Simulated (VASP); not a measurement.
Input of a VASP 6.6.1 run:

INCAR

```
  PREC = Accurate
  ENCUT = 520
  EDIFF = 1E-7
  ISMEAR = 1
  SIGMA = 0.2
  LREAL = False
  LASPH = True
  NELM = 60
  ALGO = Normal
  ISIF = 3
  LWAVE = False
  LCHARG = False
  GGA = PE
  IBRION = 2
  NSW = 80
  EDIFFG = -0.002
```

Contents of KPOINTS:

```
regular mesh
0
Gamma
  18 18 18
```

Contents of POSCAR:

```
W                                       
1.0
   -1.5926499079      1.5926499079      1.5926499079
    1.5926499079     -1.5926499079      1.5926499079
    1.5926499079      1.5926499079     -1.5926499079
  W             
     1
Direct
     0.0000000000000000    0.0000000000000000    0.0000000000000000
```

Potentials or basis: VASP PAW PBE potentials, release 64 (W_sv).

Run with:

```sh
$ cat potpaw_PBE.64/W_sv/POTCAR > POTCAR
$ mpirun -np 1 vasp_std > vasp.out
```

**Question.** Estimate the band gap on the k mesh.

**Answer.** None (metal or under the smearing width).

Final structure:
```xyz
1
Lattice="-1.5926 1.5926 1.5926 1.5926 -1.5926 1.5926 1.5926 1.5926 -1.5926" Properties=species:S:1:pos:R:3 pbc="T T T"
W     0.0000    0.0000    0.0000
```

Caveat: the relaxation stopped at its first step, so nothing moved. Spin-orbit coupling is left out, which matters for the levels of W.
